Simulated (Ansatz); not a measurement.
Potassium (fcc) across density functionals

All rows: Ansatz, plane waves with scalar-relativistic PAW, 420 eV (500 eV for the SCAN forms), relaxed under each functional, no dispersion correction, no zero-point motion. B₀ comes from uniform scaling at fixed shape; a dash is a value not given.

```tsv
functional	V (Å³/atom)	cell	B₀ (GPa)	magnetic state	ΔE to bcc (meV/atom)
PBE	74.13	a = 6.668 Å	4	spin not included	1
r²SCAN	76.57	a = 6.741 Å	3	spin not included	2
LDA	64.70	a = 6.373 Å	4	spin not included	-1
revPBE	80.11	a = 6.843 Å	3	spin not included	1
RPBE	81.11	a = 6.871 Å	3	spin not included	1
BLYP	75.93	a = 6.722 Å	3	spin not included	-1
```

Q: What does PBEsol give?

A: V (Å³/atom): 71.32; cell: a = 6.583 Å; B₀ (GPa): 4; magnetic state: spin not included; ΔE to bcc (meV/atom): -1.
